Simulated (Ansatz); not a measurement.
## Pb under changes of volume

One of the cells (30.323 Å³/atom); the others are scaled copies at fixed shape and fractional positions:

```
Pb
1.0
     0.00000    2.47502    2.47502
     2.47502    0.00000    2.47502
     2.47502    2.47502    0.00000
Pb
1
Direct
  0.00000 0.00000 0.00000
```

| Quantity | Value |
| --- | --- |
| Program | Ansatz 0.2.0 |
| Functional | RPBE |
| Dispersion | D3(BJ) |
| Potentials or basis | all-electron LAPW, relativistic spinors |
| Cutoff | 167 eV (chosen from the basis error) |
| Basis error allowed | 0.0005 eV/atom |
| k mesh | 7 × 7 × 7 |
| Occupations | methfessel-paxton, width 0.01 eV |
| Spin | spin-orbit coupling, no magnetisation |

| volume (Å³/atom) | energy over the lowest point (meV/atom) | pressure (GPa) |
| --- | --- | --- |
| 28.503 | 0.00 | -14.8 |
| 29.110 | 57.20 | -15.4 |
| 29.716 | 116.46 | -15.9 |
| 30.323 | 177.34 | -16.3 |
| 30.929 | 239.48 | -16.6 |
| 31.535 | 302.56 | -16.8 |
| 32.142 | ? | ? |

What does the run at 32.142 Å³/atom give?

Energy over the lowest point 366.28 meV/atom; pressure -16.9 GPa.

Worked out: A Birch-Murnaghan fit of order 3 (a polynomial in V^(-2/3)) to the other rows has no minimum within the range. It gives 366.44 meV/atom at 32.142 Å³/atom, against the run's 366.28, and -dE/dV = -16.9 GPa, against -16.9.

Energies are extrapolated to zero smearing.

Caveats: the k mesh is thin for a metal, which can move the energy by tens of meV per atom; pairwise dispersion overbinds metals, which lowers pressure and volume.
